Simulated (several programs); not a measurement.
KI (NiAs type) from semi-empirical methods to plane-wave DFT

KI (NiAs type), relaxed with r2SCAN in Ansatz, was computed with several methods. Space group P6_3/mmc (No. 194), hexagonal; a = 4.900 Å, c = 8.590 Å in the conventional setting, 44.65 Å³ an atom. Around K lie 6 I at 3.55 Å; around I lie 6 K at 3.55 Å. Values at 0 K without nuclear motion; spin polarisation is off, and the phase may be a hypothetical one.

```xyz
4
Lattice="4.9000 0.0000 0.0000 -2.4500 4.2435 0.0000 0.0000 0.0000 8.5900" Properties=species:S:1:pos:R:3 pbc="T T T"
K     0.0000    0.0000    0.0000
K     0.0000    0.0000    4.2950
I     0.0000    2.8290    2.1475
I     2.4500    1.4145    6.4425
```

Gaps and times are for a single point on this cell; volume and bulk modulus come from each method's own relaxation or energy curve at fixed shape, which is too stiff where a cell has free coordinates or axes. Times are rough, from shared hosts (Arm Neoverse V2), and each method has its own mesh and cell size. A dagger marks a closed or tiny gap in a crystal that DFT finds insulating: a failure of the method or a wrong SCF state. A double dagger marks a value from a curve with shape and coordinates held. A star marks a curve whose lowest point is an end point. PM6 (MOPAC), PM7 (MOPAC), GFN1-xTB (tblite), GFN2-xTB (tblite) treat a cluster of cells at its zone centre, which samples few k points: where these miss a band edge, the gap comes out too large for that reason alone. Gaps from k meshes are read at a limited set of points (mesh, symmetry points, PBE's band edges), so each method's own least gap may be somewhat smaller. Force fields have no electrons; where one was fitted to this phase, its volume and modulus reflect the fit. xTB and the PM methods were fitted mostly to molecules, and can miss a solid's gap by electronvolts. Minimal bases can be far off for gaps. Times of the plane-wave rungs are withheld (a dash), since they come from other jobs, hosts and meshes; the meshes of hybrids and Hartree-Fock don't converge their gaps to the digits shown. GLLB-SC's gap includes the derivative discontinuity. G0W0 is at finite bands, cutoff and mesh. d marks a direct gap, i an indirect one (no mark: not told apart), a dash a value that wasn't computed or didn't pass its checks.

```json
{"method": "ffield.eim (LAMMPS)", "kind": "force field", "gap (eV)": "–", "own volume (Å³/atom)": "–", "bulk modulus (GPa)": "–", "atoms computed": "4", "processor time": "0.12 s"}
{"method": "PM7 (MOPAC)", "kind": "semi-empirical", "gap (eV)": "10.59", "own volume (Å³/atom)": "–", "bulk modulus (GPa)": "–", "atoms computed": "cluster", "processor time": "0.52 s"}
{"method": "PM6 (MOPAC)", "kind": "semi-empirical", "gap (eV)": "7.81", "own volume (Å³/atom)": "–", "bulk modulus (GPa)": "–", "atoms computed": "cluster", "processor time": "0.58 s"}
{"method": "GFN1-xTB (tblite)", "kind": "tight binding", "gap (eV)": "0.09†", "own volume (Å³/atom)": "45.58‡", "bulk modulus (GPa)": "12‡", "atoms computed": "cluster", "processor time": "0.8 s"}
{"method": "GFN2-xTB (tblite)", "kind": "tight binding", "gap (eV)": "6.10", "own volume (Å³/atom)": "49.96*‡", "bulk modulus (GPa)": "–", "atoms computed": "cluster", "processor time": "0.99 s"}
{"method": "light PBE (260 eV, its own mesh)", "kind": "light plane-wave", "gap (eV)": "3.85 d", "own volume (Å³/atom)": "–", "bulk modulus (GPa)": "–", "atoms computed": "4", "processor time": "1.5 s"}
{"method": "PBE", "kind": "semilocal", "gap (eV)": "3.86 d", "own volume (Å³/atom)": "46.37", "bulk modulus (GPa)": "11‡", "atoms computed": "4", "processor time": "–"}
{"method": "PBE/SZV (CP2K)", "kind": "small basis", "gap (eV)": "3.40 d", "own volume (Å³/atom)": "48.40‡", "bulk modulus (GPa)": "12‡", "atoms computed": "4", "processor time": "9.5 s"}
{"method": "r2SCAN", "kind": "semilocal", "gap (eV)": "4.50 d", "own volume (Å³/atom)": "44.65", "bulk modulus (GPa)": "12‡", "atoms computed": "4", "processor time": "–"}
{"method": "PBE/DZVP (CP2K)", "kind": "small basis", "gap (eV)": "3.81 d", "own volume (Å³/atom)": "46.59‡", "bulk modulus (GPa)": "11‡", "atoms computed": "4", "processor time": "20 s"}
{"method": "PBE/single zeta (GPAW)", "kind": "small basis", "gap (eV)": "3.62 d", "own volume (Å³/atom)": "–", "bulk modulus (GPa)": "–", "atoms computed": "4", "processor time": "49 s"}
{"method": "GLLB-SC (GPAW)", "kind": "model potential", "gap (eV)": "7.19", "own volume (Å³/atom)": "–", "bulk modulus (GPa)": "–", "atoms computed": "4", "processor time": "57 s"}
{"method": "G0W0@PBE (140 eV screening cutoff)", "kind": "many-body", "gap (eV)": "5.99", "own volume (Å³/atom)": "–", "bulk modulus (GPa)": "–", "atoms computed": "4", "processor time": "–"}
```

Against r2SCAN (4.50 eV) and with closed or daggered gaps left aside, the nearest gap at the points sampled is that of PBE (-0.64 eV) and the farthest that of PM7 (MOPAC) (+6.10 eV). r2SCAN is only a yardstick of convenience: semilocal gaps usually lie below measured ones, which GLLB-SC and hybrids aim to mend.

Volumes against r2SCAN's: PBE +3.8 %.

No spin-orbit coupling is included; it can move band edges with weight on the heavy atoms by tenths of an eV.
